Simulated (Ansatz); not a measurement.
The system is HgTe.

```
Hg Te
1.0
     0.00000    3.18000    3.18000
     3.18000    0.00000    3.18000
     3.18000    3.18000    0.00000
Hg Te
1 1
Direct
  0.00000 0.00000 0.00000
  0.50000 0.50000 0.50000
```

Measurements of this composition are mostly on another form, of space group No. 216.

* Program: Ansatz 0.2.0
* Task: relaxation of cell and atoms
* Functional: PBEsol
* Dispersion: D3(BJ)
* Potentials or basis: Ansatz PAW
* Cutoff: 420 eV (not typed: the program's choice for these potentials)
* k mesh: 7 × 7 × 7
* Occupations: fermi-dirac, width 0.05 eV
* Spin: no spin polarisation

At the start: volume 32.16 Å³/atom.

Task: How do energy, volume and symmetry change on relaxing?

Result: It ends after 6 steps and the volume is 25.88 Å³/atom (-19.5 %); space group Fm-3m (No. 225, to 0.05 Å).

Step by step:
```
step  energy change (eV)  largest force (eV/Å)  volume (Å³)
   1              0.0000                0.0000        64.31
   2             -0.3654                0.0000        55.36
   3             -0.3890                0.0000        49.46
   4             -0.4122                0.0000        51.91
   5             -0.4123                0.0000        51.77
   6             -0.4102                0.0000        51.77
```

Final structure:
```
CELL_PARAMETERS angstrom
0.00000 2.95803 2.95803
2.95803 0.00000 2.95803
2.95803 2.95803 0.00000
ATOMIC_POSITIONS crystal
Hg 0.00000 0.00000 0.00000
Te 0.50000 0.50000 0.50000
```

Caveat: the volume moved by over 15 % at a fixed basis, so the end points are rough; the plane-wave basis is chosen anew once the cell has moved, so the energies of steps on either side of that aren't comparable; the volume moved by -20 % from the deposited cell, more than functionals usually miss; pairwise dispersion overbinds metals, which lowers pressure and volume; the PAW data sets come from PBE, with cores solved anew for the run's functional, which leaves a small shift of forces and pressure.
